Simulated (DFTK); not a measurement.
The system is HfN.

```
Hf N
1.0
     0.00000    2.25600    2.25600
     2.25600    0.00000    2.25600
     2.25600    2.25600    0.00000
Hf N
1 1
Direct
  0.00000 0.00000 0.00000
  0.50000 0.50000 0.50000
```

Base run:

| Item | Value |
| --- | --- |
| Program | DFTK 0.8.2 |
| Functional | WC |
| Potentials or basis | SG15 1.2 (PBE) |
| Cutoff | 1225 eV |
| k mesh | 8 × 8 × 8 |
| Occupations | fermi-dirac, width 0.05 eV |
| Spin | no spin polarisation |

Its results: band gap on the k mesh none (metal or under the smearing width); pressure -0.8 GPa.

After a change of settings the same cell gave: band gap on the k mesh none (metal or under the smearing width); pressure 14.7 GPa. Which change was it?
A. functional from WC to RPBE
B. functional from WC to TPSS
C. functional from WC to SCAN
D. functional from WC to TASK

A.

RPBE binds less tightly than WC, so the same cell stands under more pressure.

Caveats: the potentials were made for another functional, which shifts forces and pressure; spin-orbit coupling is left out, which moves the levels of the heavy elements.

Runs at the PBE level aren't shown here.
